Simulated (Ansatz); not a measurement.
Molecular dynamics on a 2×2×2 supercell (16 atoms) of CsCl (Pm-3m), relaxed with r2SCAN. Forces come from r2SCAN in Ansatz: a Langevin thermostat at fixed volume, 2200 K, steps of 3 fs. Computed, non-magnetic; the trajectory is short and the cell small, so nothing here is a converged average.

```yaml
crystal:
  lattice:
    - [8.2736647987, 0.0, 0.0]
    - [0.0, 8.2736647987, 0.0]
    - [0.0, 0.0, 8.2736647987]
  atoms:
    - { symbol: Cs, position: [0.0, 0.0, 0.0] }
    - { symbol: Cl, position: [0.25, 0.25, 0.25] }
    - { symbol: Cs, position: [0.0, 0.0, 0.5] }
    - { symbol: Cl, position: [0.25, 0.25, 0.75] }
    - { symbol: Cs, position: [0.0, 0.5, 0.0] }
    - { symbol: Cl, position: [0.25, 0.75, 0.25] }
    - { symbol: Cs, position: [0.0, 0.5, 0.5] }
    - { symbol: Cl, position: [0.25, 0.75, 0.75] }
    - { symbol: Cs, position: [0.5, 0.0, 0.0] }
    - { symbol: Cl, position: [0.75, 0.25, 0.25] }
    - { symbol: Cs, position: [0.5, 0.0, 0.5] }
    - { symbol: Cl, position: [0.75, 0.25, 0.75] }
    - { symbol: Cs, position: [0.5, 0.5, 0.0] }
    - { symbol: Cl, position: [0.75, 0.75, 0.25] }
    - { symbol: Cs, position: [0.5, 0.5, 0.5] }
    - { symbol: Cl, position: [0.75, 0.75, 0.75] }
kpoints:
  mp_grid: { grid: [2, 2, 2] }
hamiltonian:
  xc: r2scan
scf:
  occupations: { method: fermi_dirac, width: 0.19 }
md:
  ensemble: nvt_langevin
  temperature: 2200
  timestep: 3.0
  n_steps: 30
  initial_velocities: maxwell_boltzmann
  seed: 3939
```

Run as `ansatz run input.yaml --threads 4 --pin off --max-ram 5529MiB --backend cpu --events-out ev --progress --plain --runs-dir out`. Wall time 7 min on 4 threads of Arm Neoverse V1, with other jobs on the host; peak host memory 2.9 GiB.

**Question.** How do temperature and energy develop?

**Answer.** The temperature starts at 2062 K, is lowest at step 22 (1063 K, 66 fs) and ends at 1217 K. The thermostat hasn't had time to restore it. The atoms start on their lattice sites with kinetic energy alone, so much of it first passes into potential energy. By the last step the atoms have moved 0.44 Å in the root mean square, the drift of the whole cell taken out, 0.66 Å at most.
```tsv
step	t (fs)	T (K)	free energy F from step 0 (meV/atom)	kinetic energy (meV/atom)	largest force (eV/Å)
0	0	2062	0.0	266.6	0.00
1	3	2143	0.7	277.0	0.09
2	6	2007	2.8	259.4	0.19
3	9	1986	6.2	256.7	0.30
4	12	1737	10.6	224.6	0.41
5	15	1780	15.9	230.1	0.53
6	18	1845	22.3	238.5	0.66
7	21	1835	29.4	237.2	0.79
8	24	1728	37.2	223.4	0.92
9	27	1588	45.7	205.3	1.04
10	30	1700	55.5	219.7	1.20
11	33	1463	66.0	189.1	1.36
12	36	1208	76.3	156.2	1.50
13	39	1086	87.0	140.3	1.64
14	42	1164	98.5	150.4	1.78
15	45	1207	109.8	156.1	1.92
16	48	1178	121.1	152.2	2.03
17	51	1317	132.9	170.3	2.13
18	54	1246	145.5	161.1	2.21
19	57	1263	158.0	163.2	2.26
20	60	1251	169.7	161.7	2.30
21	63	1269	180.5	164.1	2.34
22	66	1063	189.0	137.4	2.37
23	69	1206	195.5	155.8	2.36
24	72	1331	200.6	172.1	2.32
25	75	1457	204.8	188.3	2.28
26	78	1253	207.1	162.0	2.22
27	81	1238	206.4	160.0	2.08
28	84	1101	203.4	142.3	1.90
29	87	1137	198.7	147.0	1.75
30	90	1217	192.9	157.3	1.67
```

Positions (Å) and forces (eV/Å) at step 30:
```
Cs  -0.363  -0.166   0.141     0.997   0.530  -0.183
Cl   2.338   2.278   1.967    -0.726  -0.587   0.312
Cs   0.261  -0.190   4.315    -0.018   0.251  -0.764
Cl   2.410   2.261   6.452    -0.350  -0.661  -0.101
Cs   0.200   4.206   0.095     0.517  -0.835  -1.270
Cl   2.379   6.096   1.726    -0.947   0.421   0.904
Cs   0.074   4.261   3.738    -0.009  -0.737   0.730
Cl   1.957   6.020   5.706     0.396   0.054   0.828
Cs   4.470  -0.390   0.416    -0.537   0.627  -1.032
Cl   5.846   2.127   1.828     0.974  -0.403   0.469
Cs   4.090   0.255   4.023     0.062  -0.398   0.464
Cl   6.580   1.529   5.767    -0.491   0.863   0.525
Cs   4.203   4.169   0.251     0.051  -0.334  -1.330
Cl   6.494   5.664   1.734    -0.636   1.170   1.004
Cs   3.932   3.972   4.313     0.800   0.340  -0.173
Cl   6.267   6.198   6.336    -0.084  -0.302  -0.382
```
